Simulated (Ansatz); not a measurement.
**KCl (Fm-3m): how far a G0W0 gap depends on its settings**

Aim: test how the G0W0 gap of the known phase of KCl (Fm-3m) with 2 atoms a cell moves with the number of bands, the screening cutoff and the other choices.

Code: Ansatz 0.2.0. G0W0, plane waves. The values are computed, spin-unpolarised, and not measurements.

## (1) Starting point

The cell was relaxed beforehand with r2SCAN.

The symmetry is Fm-3m (No. 225, cubic); conventional cell a = 6.290 Å, 31.10 Å³ an atom. K has 6 Cl at 3.14 Å; Cl has 6 K at 3.14 Å.

Structure file:

```xyz
2
Lattice="0.0000 3.1448 3.1448 3.1448 0.0000 3.1448 3.1448 3.1448 0.0000" Properties=species:S:1:pos:R:3 pbc="T T T"
K     0.0000    0.0000    0.0000
Cl    3.1448    3.1448    3.1448
```

## (2) 141 empty bands, 100 eV

input.yaml reads:

```yaml
crystal:
  lattice:
    - [0.0, 3.1448471141, 3.1448471141]
    - [3.1448471141, 0.0, 3.1448471141]
    - [3.1448471141, 3.1448471141, 0.0]
  atoms:
    - { symbol: K, position: [0.0, 0.0, 0.0] }
    - { symbol: Cl, position: [0.5, 0.5, 0.5] }
kpoints:
  mp_grid: { grid: [4, 4, 4] }
hamiltonian:
  xc: pbe
scf:
  occupations: { method: fixed }
gw:
  n_empty_bands: 141
  ecut_chi: 100
  qp_bands: [v2, c2]
  qp_kpoints: band_edges
  screening: { model: contour_deformation }
```

## (3) 341 empty bands, 180 eV

input.yaml: that of step 2 with these lines changed.

```diff
@@ -15,4 +15,4 @@
 gw:
-  n_empty_bands: 141
-  ecut_chi: 100
+  n_empty_bands: 341
+  ecut_chi: 180
   qp_bands: [v2, c2]
```

## (4) 661 empty bands, 260 eV

input.yaml: that of step 3 with these lines changed.

```diff
@@ -15,4 +15,4 @@
 gw:
-  n_empty_bands: 341
-  ecut_chi: 180
+  n_empty_bands: 661
+  ecut_chi: 260
   qp_bands: [v2, c2]
```

## (5) Starting from HSE06

input.yaml: that of step 4 with these lines changed.

```diff
@@ -11,3 +11,3 @@
 hamiltonian:
-  xc: pbe
+  xc: hse06
 scf:
@@ -15,4 +15,4 @@
 gw:
-  n_empty_bands: 661
-  ecut_chi: 260
+  n_empty_bands: 341
+  ecut_chi: 180
   qp_bands: [v2, c2]
```

## (6) Starting from r2SCAN

input.yaml: that of step 5 with these lines changed.

```diff
@@ -11,3 +11,3 @@
 hamiltonian:
-  xc: hse06
+  xc: r2scan
 scf:
```

## (7) Starting from PBE0

input.yaml: that of step 6 with these lines changed.

```diff
@@ -11,3 +11,3 @@
 hamiltonian:
-  xc: r2scan
+  xc: pbe0
 scf:
```

## (8) A plasmon pole in place of the full frequency dependence

input.yaml: that of step 7 with these lines changed.

```diff
@@ -11,3 +11,3 @@
 hamiltonian:
-  xc: pbe0
+  xc: pbe
 scf:
@@ -19,2 +19,2 @@
   qp_kpoints: band_edges
-  screening: { model: contour_deformation }
+  screening: { model: godby_needs }
```

## (9) A finer mesh, 8×8×8

input.yaml: that of step 8 with these lines changed.

```diff
@@ -9,3 +9,3 @@
 kpoints:
-  mp_grid: { grid: [4, 4, 4] }
+  mp_grid: { grid: [8, 8, 8] }
 hamiltonian:
@@ -15,6 +15,6 @@
 gw:
-  n_empty_bands: 341
-  ecut_chi: 180
+  n_empty_bands: 101
+  ecut_chi: 80
   qp_bands: [v2, c2]
   qp_kpoints: band_edges
-  screening: { model: godby_needs }
+  screening: { model: contour_deformation }
```

## (10) Norm-conserving pseudopotentials

input.yaml: that of step 9 with these lines changed.

```diff
@@ -9,5 +9,6 @@
 kpoints:
-  mp_grid: { grid: [8, 8, 8] }
+  mp_grid: { grid: [4, 4, 4] }
 hamiltonian:
   xc: pbe
+  pseudopotentials: { kind: nc }
 scf:
@@ -15,4 +16,4 @@
 gw:
-  n_empty_bands: 101
-  ecut_chi: 80
+  n_empty_bands: 341
+  ecut_chi: 180
   qp_bands: [v2, c2]
```

Q: Predict the outcome of this session. Wanted: for each run, start; potentials; frequencies; empty bands; cutoff; Kohn-Sham gap; G0W0 gap.

The runs gave:

```
 start  potentials  frequencies  empty bands  cutoff (eV)   mesh  Kohn-Sham gap (eV)  G0W0 gap (eV)
   PBE         PAW         full          141          100  4×4×4                5.19           7.82
   PBE         PAW         full          341          180  4×4×4                5.19           8.00
   PBE         PAW         full          661          260  4×4×4                5.19           8.06
 HSE06         PAW         full          341          180  4×4×4                6.51           8.62
r2SCAN         PAW         full          341          180  4×4×4                5.83           8.35
  PBE0         PAW         full          341          180  4×4×4                7.24           8.83
   PBE         PAW         pole          341          180  4×4×4                5.19           7.99
   PBE         PAW         full          101           80  8×8×8                5.19           7.73
   PBE          NC         full          341          180  4×4×4                5.19           8.00
```

Gaps are those on each run's own mesh.

With bands and cutoff raised together, from 141 bands at 100 eV to 661 at 260 eV, the gap moves by +0.24 eV, and on the last rung by +0.07 eV; extrapolated in 1/N from the last two rungs, the limit on this k mesh would lie near 8.1 eV. The starting point matters: against PBE, HSE06 gives +0.62 eV, r2SCAN gives +0.36 eV, PBE0 gives +0.84 eV. The plasmon pole changes the gap by -0.002 eV. Norm-conserving potentials change it by +0.004 eV.
